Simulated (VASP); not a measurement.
# PbSe (Fm-3m) in VASP: single point with PBE+D3(BJ)

Aim: the single point of PbSe with PBE+D3(BJ).

All numbers are computed with VASP 6.6.1; they aren't measurements. Logs are shortened: lines on timing, memory, paths and dates and some standing lists are left out, and cuts for length are marked.

**Experimental background.**

From a printed reference work, monograph, for a bulk crystal of PbSe at 4.2 K: band gap 0.15 eV (direct).

The runs below are set against these values where they give the same quantity.

### Step 1. The cell of the first run

The structure is cubic, space group Fm-3m (No. 225). Conventional cell: a = 6.134 Å, b = 6.134 Å, c = 6.134 Å, α = 90.00°, β = 90.00°, γ = 90.00°. Within 4.0 Å of Pb (site symmetry m-3m) lie 6 Se at 3.07 Å. Se (site symmetry m-3m) has 6 Pb at 3.07 Å within 4.0 Å.

### Step 2. Single point, PBE+D3(BJ)

INCAR reads:

```
  ALGO = Normal
  EDIFF = 1E-6
  ENCUT = 520
  GGA = PE
  ISIF = 2
  ISMEAR = 0
  IVDW = 12
  LASPH = True
  LCHARG = True
  LELF = True
  LREAL = False
  LVHAR = True
  LWAVE = False
  NBANDS = 17
  NELM = 80
  PREC = Accurate
  SIGMA = 0.03
```

KPOINTS reads:

```
k-points
0
Gamma
  10 10 10
```

POSCAR reads:

```
PbSe
1.0
    0.0000000000      3.0670873374      3.0670873374
    3.0670873374      0.0000000000      3.0670873374
    3.0670873374      3.0670873374      0.0000000000
Pb Se
1 1
Direct
    0.0000000000      0.0000000000      0.0000000000
    0.5000000000      0.5000000000      0.5000000000
```

Potentials or basis: VASP PAW PBE potentials, release 64 (Pb_d, Se).

On the command line:

```bash
$ cat potpaw_PBE.64/Pb_d/POTCAR potpaw_PBE.64/Se/POTCAR > POTCAR
$ mpirun -np 1 vasp_std > vasp.out
```

OUTCAR:

```text
EDIFF = 1E-6
   ENCUT = 520
   GGA = PE
   ISIF = 2
   ISMEAR = 0
   IVDW = 12
   LASPH = True
   LREAL = False
   NELM = 80
   PREC = Accurate
 IVDW          = 12

 ion  position               nearest neighbor table
   1  0.000  0.000  0.000-   2 3.07   2 3.07   2 3.07   2 3.07   2 3.07   2 3.07
   2  0.500  0.500  0.500-   1 3.07   1 3.07   1 3.07   1 3.07   1 3.07   1 3.07

  LATTYP: Found a face centered cubic cell.
 ALAT       =     6.1341746748

  Lattice vectors:

 A1 = (   0.0000000000,   3.0670873374,   3.0670873374)
 A2 = (   3.0670873374,   0.0000000000,   3.0670873374)
 A3 = (   3.0670873374,   3.0670873374,   0.0000000000)

Analysis of symmetry for initial positions (statically):
=====================================================================
 Subroutine PRICEL returns:
 Original cell was already a primitive cell.

 Routine SETGRP: Setting up the symmetry group for a
 face centered cubic supercell.

 Subroutine GETGRP returns: Found 48 space group operations
 (whereof 48 operations were pure point group operations)
 out of a pool of 48 trial point group operations.

The static configuration has the point symmetry O_h .

Analysis of symmetry for dynamics (positions and initial velocities):
=====================================================================
 Subroutine PRICEL returns:
 Original cell was already a primitive cell.

 Routine SETGRP: Setting up the symmetry group for a
 face centered cubic supercell.

 Subroutine GETGRP returns: Found 48 space group operations
 (whereof 48 operations were pure point group operations)
 out of a pool of 48 trial point group operations.

The dynamic configuration has the point symmetry O_h .

 Subroutine INISYM returns: Found 48 space group operations
 (whereof 48 operations are pure point group operations),
 and found     1 'primitive' translations

----------------------------------------------------------------------------------------

                                     Primitive cell

  volume of cell :      57.7043

  direct lattice vectors                    reciprocal lattice vectors
     0.000000000  3.067087337  3.067087337    -0.163021116  0.163021116  0.163021116
     3.067087337  0.000000000  3.067087337     0.163021116 -0.163021116  0.163021116
     3.067087337  3.067087337  0.000000000     0.163021116  0.163021116 -0.163021116

  length of vectors
     4.337516510  4.337516510  4.337516510     0.282360855  0.282360855  0.282360855

  position of ions in fractional coordinates (direct lattice)
     0.000000000  0.000000000  0.000000000
     0.500000000  0.500000000  0.500000000

  ion indices of the primitive-cell ions
   primitive index   ion index
                 1           1
                 2           2

----------------------------------------------------------------------------------------

 KPOINTS: k-points

Automatic generation of k-mesh.
 Grid dimensions read from file:
 generate k-points for:   10   10   10

 Generating k-lattice:

  Cartesian coordinates                     Fractional coordinates (reciprocal lattice)
    -0.016302112  0.016302112  0.016302112     0.100000000  0.000000000  0.000000000
     0.016302112 -0.016302112  0.016302112     0.000000000  0.100000000  0.000000000
     0.016302112  0.016302112 -0.016302112     0.000000000  0.000000000  0.100000000

  Length of vectors
     0.028236086  0.028236086  0.028236086

  Shift w.r.t. Gamma in fractional coordinates (k-lattice)
     0.000000000  0.000000000  0.000000000

 Subroutine IBZKPT returns following result:
 ===========================================

 Found     47 irreducible k-points:

 Following reciprocal coordinates:
            Coordinates               Weight
  0.000000  0.000000  0.000000      1.000000
  0.100000  0.000000  0.000000      8.000000
  0.200000  0.000000  0.000000      8.000000
  0.300000  0.000000  0.000000      8.000000
  0.400000  0.000000  0.000000      8.000000
  0.500000  0.000000  0.000000      4.000000
[... 16 lines left out ...]
  0.300000  0.300000  0.000000      6.000000
  0.400000  0.300000  0.000000     24.000000
 [... further k-points ...]
   k-points           NKPTS =     47   k-points in BZ     NKDIM =     47   number of bands    NBANDS=     17
   number of dos      NEDOS =    301   number of ions     NIONS =      2
   total plane-waves  NPLWV =  32768
   dimension x,y,z NGX =    32 NGY =   32 NGZ =   32
   dimension x,y,z NGXF=    64 NGYF=   64 NGZF=   64
   ions per type =               1   1
   NGX,Y,Z   is equivalent  to a cutoff of  12.26, 12.26, 12.26 a.u.
   NGXF,Y,Z  is equivalent  to a cutoff of  24.53, 24.53, 24.53 a.u.
 SYSTEM =  unknown system
   PREC   = accura    normal or accurate (medium, high low for compatibility)
   ISTART =      0    job   : 0-new  1-cont  2-samecut
   ICHARG =      2    charge: 1-file 2-atom 10-const
   ISPIN  =      1    spin polarized calculation?
   LNONCOLLINEAR =      F non collinear calculations
   LSORBIT =      F    spin-orbit coupling
   LASPH  =      T    aspherical Exc in radial PAW
   ENCUT  =  520.0 eV  38.22 Ry    6.18 a.u.   8.06  8.06  8.06*2*pi/ulx,y,z
   NELM   =     80;   NELMIN=  2; NELMDL= -5     # of ELM steps
   EDIFF  = 0.1E-05   stopping-criterion for ELM
   LREAL  =      F    real-space projection
   EDIFFG = 0.1E-04   stopping-criterion for IOM
   NSW    =      0    number of steps for IOM
   IBRION =     -1    ionic relax: 0-MD 1-quasi-New 2-CG
   NFREE  =      0    steps in history (QN), initial steepest desc. (CG)
   ISIF   =      2    stress and relaxation
   ISYM   =      2    0-nonsym 1-usesym 2-fastsym
   POTIM  = 0.5000    time-step for ionic-motion
   TEBEG  =    0.0;   TEEND  =   0.0 temperature during run
   PSTRESS=    0.0 pullay stress
   NELECT =      20.0000    total number of electrons
   NUPDOWN=      -1.0000    fix difference up-down
   EMIN   =  10.00;   EMAX   =-10.00  energy-range for DOS
   EFERMI =   0.00;   METHOD = LEGACY
   ISMEAR =     0;   SIGMA  =   0.03  broadening in eV -4-tet -1-fermi 0-gaus
   EFERMI_NEDOS =   21; number of points for ismear=-14 and -15
   IALGO  =     38    algorithm
   IMIX   =      4    mixing-type and parameters
     AMIX     =   0.40;   BMIX     =  1.00
     AMIX_MAG =   1.60;   BMIX_MAG =  1.00
  volume/ion in A,a.u.               =      28.85       194.70
  Fermi-wavevector in a.u.,A,eV,Ry     =   1.149958  2.173106 17.992394  1.322404
  Thomas-Fermi vector in A             =   2.286625
   LORBIT       =      0    0 simple, 1 ext, 2 COOP (PROOUT), +10 PAW based schemes
   GGA     = PE    functional components
   LHFCALC =     F    Hartree Fock is set to
   AEXX    =    0.0000 exact exchange contribution
   IVDW    =    12    specifies the selected vdW correction
   LEPSILON=     F    determine dielectric tensor
   LRPA    =     F    only Hartree local field effects (RPA)
 non-spin polarized calculation
 Gauss-broadening in eV      SIGMA  =   0.03
  energy-cutoff  :      520.00
  volume of cell :       57.70
 maximum number of plane-waves:      1588
   NGX = 17   NGY = 17   NGZ = 17

 number of electron      19.9999998 magnetization

 Free energy of the ion-electron system (eV)
  ---------------------------------------------------
  ext. energy  EPLUGINS =         0.00000000
  ---------------------------------------------------
  free energy    TOTEN  =        -8.18273215 eV

  energy without entropy =       -8.18273215  energy(sigma->0) =       -8.18273215

 E-fermi :   5.1271     XC(G=0):  -9.5008

 val. band max:        4.9869552253   @ k =   0.5000   0.0000   0.0000
 cond. band min:       5.2990377624   @ k =   0.5000   0.0000   0.0000
 fundamental gap:      0.3120825371
 Fermi energy:         5.1271472811

 k-point     1 :       0.0000    0.0000    0.0000
  band No.  band energies     occupation
      1     -11.8353      2.00000
      2     -11.8353      2.00000
      3     -11.8353      2.00000
      4     -11.8309      2.00000
      5     -11.8309      2.00000
      6      -8.5490      2.00000
[... 9 lines left out ...]
     16      11.5211      0.00000
     17      13.1848      0.00000

 k-point     2 :       0.1000    0.0000    0.0000
  band No.  band energies     occupation
      1     -11.8349      2.00000
      2     -11.8348      2.00000
      3     -11.8348      2.00000
      4     -11.8307      2.00000
      5     -11.8307      2.00000
      6      -8.4735      2.00000
[... 9 lines left out ...]
     16      11.7474      0.00000
     17      13.9584      0.00000

 k-point     3 :       0.2000    0.0000    0.0000
  band No.  band energies     occupation
      1     -11.8401      2.00000
      2     -11.8401      2.00000
      3     -11.8340      2.00000
      4     -11.8234      2.00000
      5     -11.8234      2.00000
      6      -8.2589      2.00000
[... 9 lines left out ...]
     16      12.3217      0.00000
     17      15.3901      0.00000

 k-point     4 :       0.3000    0.0000    0.0000
  band No.  band energies     occupation
      1     -11.8473      2.00000
      2     -11.8473      2.00000
      3     -11.8331      2.00000
      4     -11.8135      2.00000
      5     -11.8135      2.00000
      6      -7.9475      2.00000
[... 9 lines left out ...]
     16      13.1941      0.00000
     17      16.7449      0.00000

 k-point     5 :       0.4000    0.0000    0.0000
  band No.  band energies     occupation
      1     -11.8531      2.00000
      2     -11.8531      2.00000
      3     -11.8325      2.00000
      4     -11.8055      2.00000
      5     -11.8055      2.00000
      6      -7.6373      2.00000
[... 9 lines left out ...]
     16      14.3031      0.00000
     17      16.1197      0.00000

 k-point     6 :       0.5000    0.0000    0.0000
  band No.  band energies     occupation
      1     -11.8554      2.00000
      2     -11.8554      2.00000
      3     -11.8323      2.00000
      4     -11.8024      2.00000
      5     -11.8024      2.00000
      6      -7.4972      2.00000
[... 9 lines left out ...]
     16      15.1490      0.00000
     17      15.1490      0.00000

 k-point     7 :       0.1000    0.1000    0.0000
  band No.  band energies     occupation
      1     -11.8370      2.00000
      2     -11.8370      2.00000
      3     -11.8314      2.00000
      4     -11.8314      2.00000
      5     -11.8292      2.00000
      6      -8.4477      2.00000
[... 9 lines left out ...]
     16      12.1879      0.00000
     17      13.6703      0.00000

 k-point     8 :       0.2000    0.1000    0.0000
  band No.  band energies     occupation
      1     -11.8452      2.00000
      2     -11.8371      2.00000
      3     -11.8331      2.00000
      4     -11.8262      2.00000
      5     -11.8220      2.00000
      6      -8.2774      2.00000
[... 9 lines left out ...]
     16      12.8325      0.00000
     17      14.5404      0.00000
[... 203 lines left out ...]
      1     -11.8865      2.00000
      2     -11.8395      2.00000
      3     -11.8317      2.00000
      4     -11.8107      2.00000
      5     -11.8000      2.00000
      6      -7.3835      2.00000
[... 9 lines left out ...]
     16      15.4931      0.00000
     17      15.9395      0.00000

 k-point    20 :      -0.4000    0.2000    0.0000
  band No.  band energies     occupation
      1     -11.8798      2.00000
      2     -11.8442      2.00000
      3     -11.8258      2.00000
      4     -11.8125      2.00000
      5     -11.8036      2.00000
      6      -7.3486      2.00000
[... 9 lines left out ...]
     16      14.2796      0.00000
     17      16.6184      0.00000

 k-point    21 :      -0.3000    0.2000    0.0000
  band No.  band energies     occupation
      1     -11.8672      2.00000
      2     -11.8462      2.00000
      3     -11.8260      2.00000
      4     -11.8124      2.00000
      5     -11.8113      2.00000
      6      -7.5404      2.00000
[... 9 lines left out ...]
     16      14.5982      0.00000
     17      15.7590      0.00000

 k-point    22 :      -0.2000    0.2000    0.0000
  band No.  band energies     occupation
      1     -11.8532      2.00000
      2     -11.8455      2.00000
      3     -11.8304      2.00000
      4     -11.8194      2.00000
      5     -11.8124      2.00000
      6      -7.8352      2.00000
[... 9 lines left out ...]
     16      14.5185      0.00000
     17      15.1398      0.00000

 k-point    23 :       0.3000    0.3000    0.0000
  band No.  band energies     occupation
      1     -11.8983      2.00000
      2     -11.8468      2.00000
      3     -11.8188      2.00000
      4     -11.8074      2.00000
      5     -11.8074      2.00000
      6      -7.7240      2.00000
[... 9 lines left out ...]
     16      15.0155      0.00000
     17      15.5243      0.00000

 k-point    24 :       0.4000    0.3000    0.0000
  band No.  band energies     occupation
      1     -11.9147      2.00000
      2     -11.8468      2.00000
      3     -11.8203      2.00000
      4     -11.8027      2.00000
      5     -11.8002      2.00000
      6      -7.4812      2.00000
[... 9 lines left out ...]
     16      15.7097      0.00000
     17      16.4488      0.00000

 [... further k-points ...]

------------------------ aborting loop because EDIFF is reached ----------------------------------------

 Edisp (eV)   -0.73184

 E8    (eV) :    -0.3415

  FORCE on cell =-STRESS in cart. coord.  units (eV):
  Direction    XX          YY          ZZ          XY          YZ          ZX
  --------------------------------------------------------------------------------------
  -------------------------------------------------------------------------------------
  Total      -0.00823    -0.00823    -0.00823     0.00000     0.00000     0.00000
  in kB      -0.22849    -0.22849    -0.22849     0.00000     0.00000     0.00000
  external pressure =       -0.23 kB  Pullay stress =        0.00 kB

 VOLUME and BASIS-vectors are now :
 -----------------------------------------------------------------------------
  energy-cutoff  :      520.00
  volume of cell :       57.70
      direct lattice vectors                 reciprocal lattice vectors
     0.000000000  3.067087337  3.067087337    -0.163021116  0.163021116  0.163021116
     3.067087337  0.000000000  3.067087337     0.163021116 -0.163021116  0.163021116
     3.067087337  3.067087337  0.000000000     0.163021116  0.163021116 -0.163021116

 POSITION                                       TOTAL-FORCE (eV/Angst)
 -----------------------------------------------------------------------------------
      0.00000      0.00000      0.00000         0.000000     -0.000000     -0.000000
      3.06709      3.06709      3.06709        -0.000000      0.000000      0.000000
 -----------------------------------------------------------------------------------
    total drift:                                0.000000     -0.000000     -0.000000

  FREE ENERGIE OF THE ION-ELECTRON SYSTEM (eV)
  ---------------------------------------------------
  free  energy   TOTEN  =        -8.9145754720 eV

  energy  without entropy=       -8.9145754720  energy(sigma->0) =       -8.91457547
```

Run time: 15 s. Hardware: 1 thread of Intel Xeon 6975P-C (Granite Rapids), shared host; peak memory 0.21 GiB.

What came out:

```
Free energy                : -8.9146 eV
Pressure                   : 0.0 GPa
Band gap on the k mesh     : 0.31 eV, direct
Dispersion energy per atom : -0.366 eV
```

Caveat: spin-orbit coupling is left out, which moves the levels of the heavy elements.

### Step 3. Comparison with measurements

Step 2. A measured gap of PbSe is 0.15 eV (direct; 4.2 K; a printed reference work, monograph); the calculated 0.31 eV misses it by +0.16 eV. 2 values of this kind are on record (0.15 to 0.28 eV); this one was drawn at random. Spin-orbit coupling on Pb, Se is left out. The value is that of PBE+D3(BJ) on a finite k mesh, which can miss the band edges, without temperature or zero-point motion.
